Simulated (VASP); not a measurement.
# VASP inputs for TiO$_{2}$ (strained fluorite)

INCAR

```
LWAVE = .FALSE.
IBRION = -1
NSW = 0
ISIF = 2
NBANDS = 19
LREAL = .FALSE.
LASPH = .TRUE.
ENCUT = 520
ISMEAR = -1
NELM = 120
GGA = PE
PREC = Accurate
LCHARG = .FALSE.
EDIFF = 1E-7
SIGMA = 0.02
```

KPOINTS

```
KPOINTS created by Atomic Simulation Environment
0
Gamma
10 10 10
0 0 0
```

KPOINTS_OPT

```
special points
7
Reciprocal
0.0000000000 0.0000000000 0.0000000000 1
0.5000000000 0.0000000000 0.5000000000 1
0.6250000000 0.2500000000 0.6250000000 1
0.3750000000 0.3750000000 0.7500000000 1
0.5000000000 0.5000000000 0.5000000000 1
0.5000000000 0.2500000000 0.7500000000 1
0.5000000000 0.5000000000 0.0000000000 1
```

POSCAR

```
Ti O
 1.0000000000000000
     0.0000000000000000    2.4447638030999999    2.3860587843999999
     2.4447638030999999    0.0000000000000000    2.3860587843999999
     2.4447638030999999    2.4447638030999999    0.0000000000000000
 Ti  O
   1   2
Cartesian
  0.0000000000000000  0.0000000000000000  0.0000000000000000
  1.2223819015499999  1.2223819015499999  1.1930293921999999
  3.6671457046499998  3.6671457046499998  3.5790881766000004
```

VASP ran with the recommended PBE PAW datasets (24 valence electrons in the cell).

Question: Predict the results.

Answer: gap between bands v and c 0.85 eV; least direct gap 1.57 eV; pressure -2.2 GPa.

Band v is the last that the valence electrons fill when counted band by band, and c is the next. Levels in eV from the top of v:

```json
{"point": "Γ", "v−1": "-1.15", "v": "-0.78", "c": "0.85", "c+1": "0.96"}
{"point": "X", "v−1": "-1.97", "v": "-0.27", "c": "1.47", "c+1": "1.66"}
{"point": "K", "v−1": "-2.05", "v": "-0.44", "c": "1.60", "c+1": "1.71"}
{"point": "L", "v−1": "-2.67", "v": "-2.61", "c": "1.21", "c+1": "1.26"}
{"point": "W", "v−1": "-2.02", "v": "-0.34", "c": "1.64", "c+1": "1.89"}
```
